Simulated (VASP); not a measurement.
Wanted: the native input for a VASP 6.6.1 run.

* Task: band structure
* Functional: PBE
* Potentials or basis: VASP PAW PBE potentials, release 64 (Zn, S)
* Cutoff: 520 eV
* k mesh: 6 × 6 × 6
* Occupations: gaussian, width 0.03 eV
* Spin: no spin polarisation
* Grid for exact exchange (PRECFOCK): Fast
* Further INCAR settings: ALGO = Normal; EDIFF = 1e-06

The structure of ZnS lies in POSCAR:

```
ZnS                                     
1.0
    0.0000000000      2.6803314388      2.6803314388
    2.6803314388      0.0000000000      2.6803314388
    2.6803314388      2.6803314388      0.0000000000
  Zn              S             
     1     1
Direct
     0.2500000000000000    0.2500000000000000    0.2500000000000000
     0.0000000000000000    0.0000000000000000    0.0000000000000000
```

These files were run (other wordings do the same):

INCAR

```
SYSTEM = ZnS
  PREC = Accurate
  ENCUT = 520
  EDIFF = 1E-6
  ISMEAR = 0
  SIGMA = 0.03
  LREAL = .FALSE.
  LASPH = .TRUE.
  NELM = 80
  ALGO = Normal
  ISIF = 2
  LWAVE = .FALSE.
  LCHARG = .FALSE.
  GGA = PE
  KPAR = 4
```

KPOINTS

```
regular mesh
0
G
  6 6 6
  0 0 0
```

KPOINTS_OPT

```
explicit points
6
Reciprocal
 0.0000000000  0.0000000000  0.0000000000 1
 0.3750000000  0.3750000000  0.7500000000 1
 0.5000000000  0.5000000000  0.5000000000 1
 0.6250000000  0.2500000000  0.6250000000 1
 0.5000000000  0.2500000000  0.7500000000 1
 0.5000000000  0.0000000000  0.5000000000 1
```

Potentials or basis: VASP PAW PBE potentials, release 64 (Zn, S).

Launch:

```sh
$ cat potpaw_PBE.64/Zn/POTCAR potpaw_PBE.64/S/POTCAR > POTCAR
$ mpirun -np 4 vasp_std > vasp.out
```

Results of the run:

- Pressure: 3.7 GPa
- Band gap on the k mesh: 2.22 eV, direct
- Band gap along the path: 2.22 eV, direct

Run time: 3.4 s on 4 MPI ranks on AMD EPYC 9R45 96-Core Processor (Zen 5), with other jobs on the host, peak memory 0.13 GiB a rank.
